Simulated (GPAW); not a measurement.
**Si2Mo: single point with PBE**

Si2Mo:

```
CELL_PARAMETERS angstrom
-1.60000 1.60000 3.93050
1.60000 -1.60000 3.93050
1.60000 1.60000 -3.93050
ATOMIC_POSITIONS crystal
Mo 0.00000 0.00000 0.00000
Si 0.66700 0.66700 0.00000
Si 0.33300 0.33300 0.00000
```

```yaml
Program: GPAW 26.7.0
Task: single point
Functional: PBE
Potentials_or_basis: GPAW PAW data sets (gpaw-data 1.2.1)
Cutoff: 600 eV
Basis: pw
k_mesh: 12 × 12 × 12
Occupations: gaussian, width 0.015 eV
Spin: no spin polarisation
```

```json
{
 "Pressure": "2.8 GPa",
 "Largest force": "0.263 eV/Å",
 "Band gap on the k mesh": "none (metal or under the smearing width)"
}
```

Forces on the atoms (eV/Å):
```
Mo   0.000  0.000  0.000
Si   0.000  0.000 -0.263
Si   0.000  0.000  0.263
```

Stress tensor (GPa, compression positive):
```
3.18 0.00 0.00
0.00 3.18 0.00
0.00 0.00 2.13
```

Levels at points of the mesh, in eV from the Fermi level:
```
           k point  band 8  band 9  band 10  band 11  band 12  band 13  band 14  band 15
(0.00, 0.00, 0.00)   -3.04   -2.69    -2.69     0.36     3.03     3.07     3.59     3.59
(0.50, 0.00, 0.50)   -4.54   -2.64    -2.53    -0.57     2.17     2.98     3.95     4.21
(0.50, 0.50, 0.00)   -5.33   -4.52    -3.09    -1.21     2.22     2.63     2.96     3.16
(0.50, 0.50, 0.50)   -2.31   -0.63    -0.63    -0.58    -0.58     0.50     4.59     5.10
```

Run time: 2.1 min on 1 thread of Arm Neoverse V2, on a shared host, peak memory 0.28 GiB.
